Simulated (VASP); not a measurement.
# Ge (Fd-3m) in VASP: a series of runs

The runs below take Ge through phonons, elastic constants, with LDA, PBE.

All numbers are computed with VASP 6.6.1; they aren't measurements. Logs are shortened: lines on timing, memory, paths and dates and some standing lists are left out, and cuts for length are marked.

## Step 1: The crystal as given

It takes space group Fd-3m (No. 227, cubic). Conventional cell: a = 5.658 Å, b = 5.658 Å, c = 5.658 Å, α = 90.00°, β = 90.00°, γ = 90.00°. Ge (site symmetry -43m) is surrounded by 4 Ge at 2.45 Å.

## Step 2: Phonons, LDA

Input file POSCAR:

```
Ge
1.0
    0.0000000000      2.8289100000      2.8289100000
    2.8289100000      0.0000000000      2.8289100000
    2.8289100000      2.8289100000      0.0000000000
Ge
2
Direct
    0.7500000000      0.7500000000      0.7500000000
    0.5000000000      0.5000000000      0.5000000000
```

Input file INCAR.step1:

```
SYSTEM = Ge
PREC = Accurate
ENCUT = 600
EDIFF = 1E-8
ISMEAR = -1
SIGMA = 0.05
LREAL = .FALSE.
LASPH = .TRUE.
NELM = 100
ALGO = Fast
ISIF = 3
LWAVE = .FALSE.
LCHARG = .FALSE.
IBRION = 2
NSW = 40
EDIFFG = -0.002
```

Input file INCAR.step2:

```
SYSTEM = Ge
PREC = Accurate
ENCUT = 600
EDIFF = 1E-8
ISMEAR = -1
SIGMA = 0.05
LREAL = .FALSE.
LASPH = .TRUE.
NELM = 100
ALGO = Fast
ISIF = 2
LWAVE = .FALSE.
LCHARG = .FALSE.
IBRION = 6
NFREE = 2
POTIM = 0.015
NSW = 1
```

Input file KPOINTS:

```
regular mesh
0
G
  6 6 6
  0 0 0
```

Potentials or basis: VASP PAW LDA potentials, release 64 (Ge_d).

The run is started by

```sh
$ cat potpaw_LDA.64/Ge_d/POTCAR > POTCAR
$ cp INCAR.step1 INCAR
$ mpirun -np 1 vasp_std > vasp.out
$ cp CONTCAR POSCAR
$ cp INCAR.step2 INCAR
$ mpirun -np 1 vasp_std > vasp.out
```

OUTCAR:

```text
SYSTEM = Ge
   PREC = Accurate
   ENCUT = 600
   EDIFF = 1E-8
   ISMEAR = -1
   LREAL = .FALSE.
   LASPH = .TRUE.
   NELM = 100
   ISIF = 2
   IBRION = 6
   NFREE = 2
   POTIM = 0.015
   NSW = 1

 ion  position               nearest neighbor table
   1  0.750  0.750  0.750-   2 2.44   2 2.44   2 2.44   2 2.44
   2  0.500  0.500  0.500-   1 2.44   1 2.44   1 2.44   1 2.44

  LATTYP: Found a face centered cubic cell.
 ALAT       =     5.6271551277

  Lattice vectors:

 A1 = (   0.0000000000,   2.8135775638,   2.8135775638)
 A2 = (   2.8135775638,   0.0000000000,   2.8135775638)
 A3 = (   2.8135775638,   2.8135775638,   0.0000000000)

Analysis of symmetry for initial positions (statically):
=====================================================================
 Subroutine PRICEL returns:
 Original cell was already a primitive cell.

 Routine SETGRP: Setting up the symmetry group for a
 face centered cubic supercell.

 Subroutine GETGRP returns: Found 48 space group operations
 (whereof 24 operations were pure point group operations)
 out of a pool of 48 trial point group operations.

The static configuration has the point symmetry T_d .
 The point group associated with its full space group is O_h .

Analysis of symmetry for dynamics (positions and initial velocities):
=====================================================================
 Subroutine PRICEL returns:
 Original cell was already a primitive cell.

 Routine SETGRP: Setting up the symmetry group for a
 face centered cubic supercell.

 Subroutine GETGRP returns: Found 48 space group operations
 (whereof 24 operations were pure point group operations)
 out of a pool of 48 trial point group operations.

The dynamic configuration has the point symmetry T_d .
 The point group associated with its full space group is O_h .

 Subroutine INISYM returns: Found 48 space group operations
 (whereof 24 operations are pure point group operations),
 and found     1 'primitive' translations

----------------------------------------------------------------------------------------

                                     Primitive cell

  volume of cell :      44.5458

  direct lattice vectors                    reciprocal lattice vectors
     0.000000000  2.813577564  2.813577564    -0.177709691  0.177709691  0.177709691
     2.813577564  0.000000000  2.813577564     0.177709691 -0.177709691  0.177709691
     2.813577564  2.813577564  0.000000000     0.177709691  0.177709691 -0.177709691

  length of vectors
     3.978999550  3.978999550  3.978999550     0.307802214  0.307802214  0.307802214

  position of ions in fractional coordinates (direct lattice)
     0.750000000  0.750000000  0.750000000
     0.500000000  0.500000000  0.500000000

  ion indices of the primitive-cell ions
   primitive index   ion index
                 1           1
                 2           2

----------------------------------------------------------------------------------------

 KPOINTS: regular mesh

Automatic generation of k-mesh.
 Grid dimensions read from file:
 generate k-points for:    6    6    6

 Generating k-lattice:

  Cartesian coordinates                     Fractional coordinates (reciprocal lattice)
    -0.029618282  0.029618282  0.029618282     0.166666667  0.000000000  0.000000000
     0.029618282 -0.029618282  0.029618282     0.000000000  0.166666667  0.000000000
     0.029618282  0.029618282 -0.029618282     0.000000000  0.000000000  0.166666667
[... 47 lines left out ...]
   NELM   =    100;   NELMIN=  2; NELMDL=  0     # of ELM steps
   EDIFF  = 0.1E-07   stopping-criterion for ELM
   LREAL  =      F    real-space projection
   EDIFFG = 0.1E-06   stopping-criterion for IOM
   NSW    =     61    number of steps for IOM
   IBRION =      6    ionic relax: 0-MD 1-quasi-New 2-CG
   NFREE  =      2    steps in history (QN), initial steepest desc. (CG)
   ISIF   =      2    stress and relaxation
   ISYM   =      2    0-nonsym 1-usesym 2-fastsym
   POTIM  = 0.0150    time-step for ionic-motion
   TEBEG  =    0.0;   TEEND  =   0.0 temperature during run
   PSTRESS=    0.0 pullay stress
   NELECT =      28.0000    total number of electrons
   NUPDOWN=      -1.0000    fix difference up-down
   EMIN   =  10.00;   EMAX   =-10.00  energy-range for DOS
   EFERMI =   0.00;   METHOD = LEGACY
   ISMEAR =    -1;   SIGMA  =   0.05  broadening in eV -4-tet -1-fermi 0-gaus
   EFERMI_NEDOS =   21; number of points for ismear=-14 and -15
   IALGO  =     68    algorithm
   IMIX   =      4    mixing-type and parameters
     AMIX     =   0.40;   BMIX     =  1.00
     AMIX_MAG =   1.60;   BMIX_MAG =  1.00
  volume/ion in A,a.u.               =      22.27       150.30
  Fermi-wavevector in a.u.,A,eV,Ry     =   1.402357  2.650071 26.757291  1.966605
  Thomas-Fermi vector in A             =   2.525127
   LORBIT       =      0    0 simple, 1 ext, 2 COOP (PROOUT), +10 PAW based schemes
   GGA     = CA    functional components
   LHFCALC =     F    Hartree Fock is set to
   AEXX    =    0.0000 exact exchange contribution
   IVDW    =     0    specifies the selected vdW correction
   LEPSILON=     F    determine dielectric tensor
   LRPA    =     F    only Hartree local field effects (RPA)
 finite differences with symmetry
 non-spin polarized calculation
 RMM-DIIS sequential band-by-band and
  energy-cutoff  :      600.00
  volume of cell :       44.55
 maximum number of plane-waves:      1524
   NGX = 15   NGY = 15   NGZ = 15

--------------------------------------- Ionic step        1  -------------------------------------------

 number of electron      27.9999996 magnetization

 Free energy of the ion-electron system (eV)
  ---------------------------------------------------
  ext. energy  EPLUGINS =         0.00000000
  ---------------------------------------------------
  free energy    TOTEN  =       -10.34527509 eV

  energy without entropy =      -10.34323277  energy(sigma->0) =      -10.34425393

------------------------ aborting loop because EDIFF is reached ----------------------------------------

  FORCE on cell =-STRESS in cart. coord.  units (eV):
  Direction    XX          YY          ZZ          XY          YZ          ZX
  --------------------------------------------------------------------------------------
  -------------------------------------------------------------------------------------
  Total        0.0009855      0.0009855      0.0009855     -0.0000000     -0.0000000      0.0000000
  in kB        0.0354460      0.0354460      0.0354460     -0.0000000     -0.0000000      0.0000000
  external PRESSURE =       0.0354460 kB  Pullay stress =       0.0000000 kB
[... 59 lines left out ...]
--------------------------------------- Ionic step        3  -------------------------------------------

 number of electron      27.9999997 magnetization

 Free energy of the ion-electron system (eV)
  ---------------------------------------------------
  ext. energy  EPLUGINS =         0.00000000
  ---------------------------------------------------
  free energy    TOTEN  =       -10.34417449 eV

  energy without entropy =      -10.34226659  energy(sigma->0) =      -10.34322054

 E-fermi :   4.9175     XC(G=0): -10.3617

 val. band max:        4.8984719143   @ k =   0.0000   0.0000   0.0000
 cond. band min:       4.9619444420   @ k =   0.0000   0.0000   0.0000
 fundamental gap:      0.0634725277
 Fermi energy:         4.9175344898

 k-point     1 :       0.0000    0.0000    0.0000
  band No.  band energies     occupation
      1     -20.0709      2.00000
      2     -20.0681      2.00000
      3     -20.0648      2.00000
      4     -20.0302      2.00000
      5     -20.0300      2.00000
      6     -19.8125      2.00000
[... 481 lines left out ...]
      5     -19.9634      2.00000
      6     -19.8862      2.00000
[... 10 lines left out ...]
     17       9.8998      0.00000
     18      11.2987      0.00000

 [... further k-points ...]

------------------------ aborting loop because EDIFF is reached ----------------------------------------

  FORCE on cell =-STRESS in cart. coord.  units (eV):
  Direction    XX          YY          ZZ          XY          YZ          ZX
  --------------------------------------------------------------------------------------
  -------------------------------------------------------------------------------------
  Total        0.0043119      0.0044041      0.0044041      0.0000000      0.1380306      0.0000000
  in kB        0.1550869      0.1584022      0.1584022      0.0000000      4.9645426      0.0000000
  external PRESSURE =       0.1572971 kB  Pullay stress =       0.0000000 kB
[... 17 lines left out ...]
  FREE ENERGIE OF THE ION-ELECTRON SYSTEM (eV)
  ---------------------------------------------------
  free  energy   TOTEN  =       -10.3441744868 eV

  energy  without entropy=      -10.3422665854  energy(sigma->0) =      -10.34322054

 INTERNAL STRAIN TENSORS FROM DISPLACED ATOMS
 ============================================

 INTERNAL STRAIN TENSOR FOR ION    1 for displacements in x,y,z  (eV/Angst):
          X           Y           Z          XY          YZ          ZX
  --------------------------------------------------------------------------------
  x     0.00000    -0.00000    -0.00000     0.00000    -9.20301     0.00000
  y     0.00000     0.00000     0.00000     0.00000     0.00000    -9.20301
  z    -0.00000    -0.00000     0.00000    -9.20301     0.00000     0.00000

 INTERNAL STRAIN TENSOR FOR ION    2 for displacements in x,y,z  (eV/Angst):
          X           Y           Z          XY          YZ          ZX
  --------------------------------------------------------------------------------
  x     0.00000     0.00000     0.00000     0.00000     9.20301     0.00000
  y    -0.00000     0.00000    -0.00000     0.00000     0.00000     9.20301
  z     0.00000     0.00000     0.00000     9.20301     0.00000     0.00000

 Eigenvectors and eigenvalues of the dynamical matrix
 ----------------------------------------------------

   1 f  =    8.159892 THz    51.270114 2PiTHz  272.184704 cm-1    33.746587 meV
             X         Y         Z           dx          dy          dz
      4.220366  4.220366  4.220366     0.000000   -0.707107    0.000000
      2.813578  2.813578  2.813578     0.000000    0.707107    0.000000
[... 21 lines left out ...]
   6 f  =    0.000000 THz     0.000000 2PiTHz    0.000000 cm-1     0.000000 meV
             X         Y         Z           dx          dy          dz
      4.220366  4.220366  4.220366     0.000000    0.000000    0.707107
      2.813578  2.813578  2.813578     0.000000    0.000000    0.707107

 ELASTIC MODULI CONTR FROM IONIC RELAXATION (kBar)
 Direction    XX          YY          ZZ          XY          YZ          ZX
 --------------------------------------------------------------------------------
 XX          -0.0000     -0.0000     -0.0000     -0.0000      0.0000      0.0000
 YY          -0.0000     -0.0000     -0.0000     -0.0000     -0.0000      0.0000
 ZZ          -0.0000     -0.0000     -0.0000      0.0000     -0.0000      0.0000
 XY          -0.0000     -0.0000      0.0000   -307.9855      0.0000      0.0000
 YZ           0.0000     -0.0000     -0.0000      0.0000   -307.9855      0.0000
 ZX           0.0000      0.0000      0.0000      0.0000      0.0000   -307.9855
 --------------------------------------------------------------------------------
```

It took 47 s on 1 thread of Intel Xeon 6975P-C (Granite Rapids), shared host; peak memory 0.2 GiB.

Results:

| Property | Result |
| --- | --- |
| Relaxed volume | 22.27 Å³/atom |
| Relaxed cell | a = 3.979 Å, b = 3.979 Å, c = 3.979 Å, α = 60.00°, β = 60.00°, γ = 60.00° |
| Space group after relaxing (to 0.05 Å) | Fd-3m (No. 227) |
| Highest phonon frequency at Γ | 272 cm⁻¹ |

Step by step:
```tsv
step	energy change (eV)	largest force (eV/Å)	pressure (GPa)	volume (Å³)
1	0.0000	0.0000	-1.03	45.28
2	-0.0021	0.0000	0.31	44.33
3	-0.0023	0.0000	-0.02	44.55
4	-0.0023	0.0000	0.02	44.54
5	-0.0023	0.0000	-0.02	44.55
6	-0.0023	0.0000	0.00	44.55
```

Final structure:
```yaml
crystal:
  lattice:
    - [0.00000, 2.81358, 2.81358]
    - [2.81358, 0.00000, 2.81358]
    - [2.81358, 2.81358, 0.00000]
  atoms:
    - { symbol: Ge, position: [0.75000, 0.75000, 0.75000] }
    - { symbol: Ge, position: [0.50000, 0.50000, 0.50000] }
```

Phonon frequencies in cm⁻¹ (negative: imaginary):
| q point | frequencies |
| --- | --- |
| (0.000, 0.000, 0.000) | 0 0 0 272 272 272 |

## Step 3: Elastic constants, LDA

POSCAR is that of step 2.

Input file INCAR.step1:

```
  PREC = Accurate
  ENCUT = 600
  EDIFF = 1E-8
  ISMEAR = -1
  SIGMA = 0.05
  LREAL = False
  LASPH = True
  NELM = 60
  ALGO = Fast
  ISIF = 3
  LWAVE = False
  LCHARG = False
  GGA = CA
  IBRION = 2
  NSW = 40
  EDIFFG = -0.002
```

Input file INCAR.step2:

```
  PREC = Accurate
  ENCUT = 600
  EDIFF = 1E-8
  ISMEAR = -1
  SIGMA = 0.05
  LREAL = False
  LASPH = True
  NELM = 60
  ALGO = Fast
  ISIF = 3
  LWAVE = False
  LCHARG = False
  GGA = CA
  IBRION = 6
  NFREE = 2
  POTIM = 0.015
  NSW = 1
```

Input file KPOINTS:

```
regular mesh
0
Gamma
  6 6 6
```

Potentials or basis: VASP PAW LDA potentials, release 64 (Ge_d).

The run is started by

```sh
$ cat potpaw_LDA.64/Ge_d/POTCAR > POTCAR
$ cp INCAR.step1 INCAR
$ mpirun -np 1 vasp_std > vasp.out
$ cp CONTCAR POSCAR
$ cp INCAR.step2 INCAR
$ mpirun -np 1 vasp_std > vasp.out
```

It took 4.4 min on 1 thread of Intel Xeon 6975P-C (Granite Rapids), shared host; peak memory 0.23 GiB.

The run converged. Its results:

```yaml
Relaxed_volume: 22.27 Å³/atom
Relaxed_cell: a = 3.979 Å, b = 3.979 Å, c = 3.979 Å, α = 60.00°, β = 60.00°, γ = 60.00°
Space_group_after_relaxing_to_0.05_Å: Fd-3m (No. 227)
Elastic_constants_C11_C12_C44: 111, 43, 47 GPa
Voigt_bulk_modulus: 66 GPa
Highest_phonon_frequency_at_Γ: 272 cm⁻¹
```

Step by step:
| step | energy change (eV) | largest force (eV/Å) | pressure (GPa) | volume (Å³) |
| --- | --- | --- | --- | --- |
| 1 | 0.0000 | 0.0000 | -1.03 | 45.28 |
| 2 | -0.0021 | 0.0000 | 0.31 | 44.33 |
| 3 | -0.0023 | 0.0000 | -0.02 | 44.55 |
| 4 | -0.0023 | 0.0000 | 0.02 | 44.54 |
| 5 | -0.0023 | 0.0000 | -0.02 | 44.55 |
| 6 | -0.0023 | 0.0000 | 0.00 | 44.55 |

Final structure:
```
CELL_PARAMETERS angstrom
0.00000 2.81358 2.81358
2.81358 0.00000 2.81358
2.81358 2.81358 0.00000
ATOMIC_POSITIONS crystal
Ge 0.75000 0.75000 0.75000
Ge 0.50000 0.50000 0.50000
```

Phonon frequencies in cm⁻¹ (negative: imaginary):
```tsv
q point	frequencies
(0.000, 0.000, 0.000)	0 0 0 272 272 272
```

Elastic tensor in Voigt notation (GPa, in the Cartesian axes of the cell as first typed):
```
111  43  43   0   0   0
 43 111  43   0   0   0
 43  43 111   0   0   0
  0   0   0  47   0   0
  0   0   0   0  47   0
  0   0   0   0   0  47
```

Clamped-ion elastic tensor (GPa):
```
111  43  43   0   0   0
 43 111  43   0   0   0
 43  43 111   0   0   0
  0   0   0  78   0   0
  0   0   0   0  78   0
  0   0   0   0   0  78
```

(Part 1 of 2 ends here.)
